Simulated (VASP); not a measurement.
# Si (P6_3/mmc) in VASP: settings compared

One crystal, Si, is run at these levels: PBEsol, HSE06, PBE; tasks: relaxation of cell and atoms.

Program: VASP 6.6.1. These are calculated values, not measurements. Logs are shortened: lines on timing, memory, paths and dates and some standing lists are left out, and cuts for length are marked.

## (1) The crystal as given

It takes space group P6_3/mmc (No. 194, hexagonal). Conventional cell: a = 3.831 Å, b = 3.831 Å, c = 6.333 Å, α = 90.00°, β = 90.00°, γ = 120.00°. Around Si (site symmetry 3m) lie 4 Si at 2.35 to 2.37 Å.

This isn't the form of Si at room conditions, which is diamond.

## (2) Relaxation of cell and atoms, PBEsol

Input file INCAR:

```
  ALGO = Normal
  EDIFF = 1E-6
  EDIFFG = -0.01
  ENCUT = 600
  GGA = PS
  IBRION = 2
  ISIF = 3
  ISMEAR = 0
  KPAR = 4
  LASPH = True
  LCHARG = False
  LREAL = False
  LWAVE = False
  NELM = 80
  NSW = 90
  PREC = Accurate
  SIGMA = 0.03
```

Input file KPOINTS:

```
k-points
0
Gamma
  9 9 4
```

Input file POSCAR:

```
Si
1.0
    3.8313174605      0.0000000000      0.0000000000
   -1.9156587303      3.3180182508      0.0000000000
    0.0000000000      0.0000000000      6.3326220002
Si
4
Direct
    0.3333333300      0.6666666700      0.0630095000
    0.6666666700      0.3333333300      0.5630095000
    0.3333333300      0.6666666700      0.4369905000
    0.6666666700      0.3333333300      0.9369905000
```

Potentials or basis: VASP PAW PBE potentials, release 64 (Si).

Command:

```
> cat potpaw_PBE.64/Si/POTCAR > POTCAR
> mpirun -np 4 vasp_std > vasp.out
```

OUTCAR:

```text
EDIFF = 1E-6
   EDIFFG = -0.01
   ENCUT = 600
   GGA = PS
   IBRION = 2
   ISIF = 3
   ISMEAR = 0
   LASPH = True
   LREAL = False
   NELM = 80
   NSW = 90
   PREC = Accurate

 ion  position               nearest neighbor table
   1  0.333  0.667  0.063-   4 2.35   4 2.35   4 2.35   3 2.37
   2  0.667  0.333  0.563-   3 2.35   3 2.35   3 2.35   4 2.37
   3  0.333  0.667  0.437-   2 2.35   2 2.35   2 2.35   1 2.37
   4  0.667  0.333  0.937-   1 2.35   1 2.35   1 2.35   2 2.37

  LATTYP: Found a hexagonal cell.
 ALAT       =     3.8313174605
 C/A-ratio  =     1.6528575524

  Lattice vectors:

 A1 = (   3.8313174605,   0.0000000000,   0.0000000000)
 A2 = (  -1.9156587303,   3.3180182508,   0.0000000000)
 A3 = (   0.0000000000,   0.0000000000,   6.3326220002)

Analysis of symmetry for initial positions (statically):
=====================================================================
 Subroutine PRICEL returns:
 Original cell was already a primitive cell.

 Routine SETGRP: Setting up the symmetry group for a
 hexagonal supercell.

 Subroutine GETGRP returns: Found 24 space group operations
 (whereof 12 operations were pure point group operations)
 out of a pool of 24 trial point group operations.

The static configuration has the point symmetry D_3d.
 The point group associated with its full space group is D_6h.

Analysis of symmetry for dynamics (positions and initial velocities):
=====================================================================
 Subroutine PRICEL returns:
 Original cell was already a primitive cell.

 Routine SETGRP: Setting up the symmetry group for a
 hexagonal supercell.

 Subroutine GETGRP returns: Found 24 space group operations
 (whereof 12 operations were pure point group operations)
 out of a pool of 24 trial point group operations.

The dynamic configuration has the point symmetry D_3d.
 The point group associated with its full space group is D_6h.

 Subroutine INISYM returns: Found 24 space group operations
 (whereof 12 operations are pure point group operations),
 and found     1 'primitive' translations

----------------------------------------------------------------------------------------

                                     Primitive cell

  volume of cell :      80.5027

  direct lattice vectors                    reciprocal lattice vectors
     3.831317461  0.000000000  0.000000000     0.261006823  0.150692360  0.000000000
    -1.915658730  3.318018251  0.000000000     0.000000000  0.301384720  0.000000000
     0.000000000  0.000000000  6.332622000     0.000000000  0.000000000  0.157912473

  length of vectors
     3.831317461  3.831317461  6.332622000     0.301384720  0.301384720  0.157912473

  position of ions in fractional coordinates (direct lattice)
     0.333333330  0.666666670  0.063009500
     0.666666670  0.333333330  0.563009500
     0.333333330  0.666666670  0.436990500
     0.666666670  0.333333330  0.936990500

  ion indices of the primitive-cell ions
   primitive index   ion index
                 1           1
                 2           2
                 3           3
                 4           4

----------------------------------------------------------------------------------------

 KPOINTS: k-points

Automatic generation of k-mesh.
 Grid dimensions read from file:
 generate k-points for:    9    9    4

 Generating k-lattice:

  Cartesian coordinates                     Fractional coordinates (reciprocal lattice)
     0.029000758  0.016743596  0.000000000     0.111111111  0.000000000  0.000000000
     0.000000000  0.033487191  0.000000000     0.000000000  0.111111111  0.000000000
     0.000000000  0.000000000  0.039478118     0.000000000  0.000000000  0.250000000

  Length of vectors
     0.033487191  0.033487191  0.039478118

  Shift w.r.t. Gamma in fractional coordinates (k-lattice)
     0.000000000  0.000000000  0.000000000

 Subroutine IBZKPT returns following result:
 ===========================================

 Found     36 irreducible k-points:

 Following reciprocal coordinates:
            Coordinates               Weight
  0.000000  0.000000  0.000000      1.000000
  0.111111  0.000000  0.000000      6.000000
  0.222222  0.000000  0.000000      6.000000
  0.333333  0.000000  0.000000      6.000000
  0.444444  0.000000  0.000000      6.000000
  0.111111  0.111111  0.000000      6.000000
[... 16 lines left out ...]
  0.333333  0.222222  0.250000     24.000000
  0.333333  0.333333  0.250000      4.000000
 [... further k-points ...]
   k-points           NKPTS =     36   k-points in BZ     NKDIM =     36   number of bands    NBANDS=     12
   number of dos      NEDOS =    301   number of ions     NIONS =      4
   total plane-waves  NPLWV =  55296
   dimension x,y,z NGX =    32 NGY =   32 NGZ =   54
   dimension x,y,z NGXF=    64 NGYF=   64 NGZF=  108
   ions per type =               4
   NGX,Y,Z   is equivalent  to a cutoff of  13.89, 13.89, 14.18 a.u.
   NGXF,Y,Z  is equivalent  to a cutoff of  27.77, 27.77, 28.35 a.u.
 SYSTEM =  unknown system
   PREC   = accura    normal or accurate (medium, high low for compatibility)
   ISTART =      0    job   : 0-new  1-cont  2-samecut
   ICHARG =      2    charge: 1-file 2-atom 10-const
   ISPIN  =      1    spin polarized calculation?
   LNONCOLLINEAR =      F non collinear calculations
   LSORBIT =      F    spin-orbit coupling
   LASPH  =      T    aspherical Exc in radial PAW
   ENCUT  =  600.0 eV  44.10 Ry    6.64 a.u.   7.65  7.65 12.65*2*pi/ulx,y,z
   NELM   =     80;   NELMIN=  2; NELMDL= -5     # of ELM steps
   EDIFF  = 0.1E-05   stopping-criterion for ELM
   LREAL  =      F    real-space projection
   EDIFFG = -.1E-01   stopping-criterion for IOM
   NSW    =     90    number of steps for IOM
   IBRION =      2    ionic relax: 0-MD 1-quasi-New 2-CG
   NFREE  =      1    steps in history (QN), initial steepest desc. (CG)
   ISIF   =      3    stress and relaxation
   ISYM   =      2    0-nonsym 1-usesym 2-fastsym
   POTIM  = 0.5000    time-step for ionic-motion
   TEBEG  =    0.0;   TEEND  =   0.0 temperature during run
   PSTRESS=    0.0 pullay stress
   NELECT =      16.0000    total number of electrons
   NUPDOWN=      -1.0000    fix difference up-down
   EMIN   =  10.00;   EMAX   =-10.00  energy-range for DOS
   EFERMI =   0.00;   METHOD = LEGACY
   ISMEAR =     0;   SIGMA  =   0.03  broadening in eV -4-tet -1-fermi 0-gaus
   EFERMI_NEDOS =   21; number of points for ismear=-14 and -15
   IALGO  =     38    algorithm
   IMIX   =      4    mixing-type and parameters
     AMIX     =   0.40;   BMIX     =  1.00
     AMIX_MAG =   1.60;   BMIX_MAG =  1.00
  volume/ion in A,a.u.               =      20.13       135.81
  Fermi-wavevector in a.u.,A,eV,Ry     =   0.955384  1.805414 12.418837  0.912759
  Thomas-Fermi vector in A             =   2.084217
   LORBIT       =      0    0 simple, 1 ext, 2 COOP (PROOUT), +10 PAW based schemes
   GGA     = PS    functional components
   LHFCALC =     F    Hartree Fock is set to
   AEXX    =    0.0000 exact exchange contribution
   IVDW    =     0    specifies the selected vdW correction
   LEPSILON=     F    determine dielectric tensor
   LRPA    =     F    only Hartree local field effects (RPA)
 conjugate gradient relaxation of ions
 non-spin polarized calculation
 Gauss-broadening in eV      SIGMA  =   0.03
  energy-cutoff  :      600.00
  volume of cell :       80.50
 maximum number of plane-waves:      2738
 NGX is ok and might be reduce to    32
   NGX = 15   NGY = 15   NGZ = 25

--------------------------------------- Ionic step        1  -------------------------------------------

 number of electron      16.0000000 magnetization

 Free energy of the ion-electron system (eV)
  ---------------------------------------------------
  ext. energy  EPLUGINS =         0.00000000
  ---------------------------------------------------
  free energy    TOTEN  =       -22.94766791 eV

  energy without entropy =      -22.94766791  energy(sigma->0) =      -22.94766791

------------------------ aborting loop because EDIFF is reached ----------------------------------------

  FORCE on cell =-STRESS in cart. coord.  units (eV):
  Direction    XX          YY          ZZ          XY          YZ          ZX
  --------------------------------------------------------------------------------------
  -------------------------------------------------------------------------------------
  Total       -0.1666413     -0.1666413     -0.1515529      0.0000000      0.0000000      0.0000000
  in kB       -3.3165216     -3.3165216     -3.0162292      0.0000000      0.0000000      0.0000000
  external PRESSURE =      -3.2164241 kB  Pullay stress =       0.0000000 kB
[... 61 lines left out ...]
  energy  without entropy=      -22.9478299359  energy(sigma->0) =      -22.94782994

--------------------------------------- Ionic step        3  -------------------------------------------

 number of electron      16.0000000 magnetization

 Free energy of the ion-electron system (eV)
  ---------------------------------------------------
  ext. energy  EPLUGINS =         0.00000000
  ---------------------------------------------------
  free energy    TOTEN  =       -22.94796398 eV

  energy without entropy =      -22.94796398  energy(sigma->0) =      -22.94796398

 E-fermi :   6.1973     XC(G=0):  -9.5420

 val. band max:        6.0318575478   @ k =   0.0000   0.0000   0.0000
 cond. band min:       6.3622673290   @ k =   0.4444   0.0000   0.0000
 fundamental gap:      0.3304097812
 Fermi energy:         6.1972732728

 k-point     1 :       0.0000    0.0000    0.0000
  band No.  band energies     occupation
      1      -6.2205      2.00000
      2      -3.9120      2.00000
      3      -1.2502      2.00000
      4       4.4979      2.00000
      5       4.4979      2.00000
      6       5.6758      2.00000
      7       6.0319      2.00000
      8       6.0319      2.00000
      9       6.9948      0.00000
     10       7.9770      0.00000
     11       7.9770      0.00000
     12       8.3250      0.00000
[... 331 lines left out ...]
 k-point    24 :       0.3333    0.3333    0.2500
  band No.  band energies     occupation
      1      -2.9152      2.00000
      2      -2.9152      2.00000
      3      -1.0107      2.00000
      4      -1.0107      2.00000
      5       0.9441      2.00000
      6       2.2046      2.00000
      7       3.1450      2.00000
      8       3.1450      2.00000
      9       7.5719      0.00000
     10       8.8926      0.00000
     11       8.8926      0.00000
     12      11.2869      0.00000

 [... further k-points ...]

------------------------ aborting loop because EDIFF is reached ----------------------------------------

  FORCE on cell =-STRESS in cart. coord.  units (eV):
  Direction    XX          YY          ZZ          XY          YZ          ZX
  --------------------------------------------------------------------------------------
  -------------------------------------------------------------------------------------
  Total        0.0058484      0.0058484     -0.0030605     -0.0000000      0.0000000      0.0000000
  in kB        0.1168075      0.1168075     -0.0611254     -0.0000000      0.0000000      0.0000000
  external PRESSURE =       0.0574965 kB  Pullay stress =       0.0000000 kB
[... 19 lines left out ...]
  FREE ENERGIE OF THE ION-ELECTRON SYSTEM (eV)
  ---------------------------------------------------
  free  energy   TOTEN  =       -22.9479639793 eV

  energy  without entropy=      -22.9479639793  energy(sigma->0) =      -22.94796398

 reached required accuracy - stopping structural energy minimisation
```

Run time: 14 s. Hardware: 4 MPI ranks of Intel Xeon Platinum 8375C at 2.90GHz (Ice Lake), shared host; peak memory 0.23 GiB.

What came out:

- Free energy: -22.9480 eV
- Relaxed volume: 20.05 Å³/atom
- Relaxed cell: a = 3.827 Å, b = 3.827 Å, c = 6.326 Å, α = 90.00°, β = 90.00°, γ = 120.00°
- Space group after relaxing (to 0.05 Å): P6_3/mmc (No. 194)
- Energy gained by relaxing: 0.1 meV/atom
- Ionic steps: 3
- Pressure after relaxing: 0.0 GPa
- Band gap on the k mesh: 0.33 eV, indirect (least direct gap 0.96 eV)

The path:
```
step  energy change (eV)  largest force (eV/Å)  pressure (GPa)  volume (Å³)
   1              0.0000                0.0082           -0.32        80.50
   2             -0.0002                0.0064            0.22        80.03
   3             -0.0003                0.0005            0.01        80.22
```

Final structure:
```
Si
1.0
     3.82667    0.00000    0.00000
    -1.91334    3.31399    0.00000
     0.00000    0.00000    6.32564
Si
4
Cartesian
  0.0000 2.2093 0.3983
  1.9133 1.1047 3.5612
  0.0000 2.2093 2.7645
  1.9133 1.1047 5.9273
```

Caveat: the PAW data sets were made with another functional, which shifts forces and pressure a little; an odd mesh through Γ misses points on the zone boundary, where band edges often lie.

[end of part 1 of 2]
